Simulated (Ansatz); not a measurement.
The system is Al2Au.

```
Au Al
1.0
     0.00000    3.00000    3.00000
     3.00000    0.00000    3.00000
     3.00000    3.00000    0.00000
Au Al
1 2
Direct
  0.00000 0.00000 0.00000
  0.75000 0.75000 0.75000
  0.25000 0.25000 0.25000
```

Base run:

```yaml
Program: Ansatz 0.2.0
Functional: PBEsol
Potentials_or_basis: all-electron LAPW, relativistic spinors
Cutoff: 228 eV (chosen from the basis error)
Basis_error_allowed: 0.002 eV/atom
k_mesh: 6 × 6 × 6
Occupations: fermi-dirac, width 0.05 eV
Spin: spin-orbit coupling, no magnetisation
```

Its results: pressure -0.6 GPa.

Task: The run is repeated on the same cell with these changes: potentials or basis from all-electron LAPW, relativistic spinors to all-electron LAPW, scalar-relativistic; spin from spin-orbit coupling, no magnetisation to no spin polarisation. What comes out?

Result: Pressure 0.2 GPa.

Caveats: the k mesh is thin for a metal, which can move the energy by tens of meV per atom.
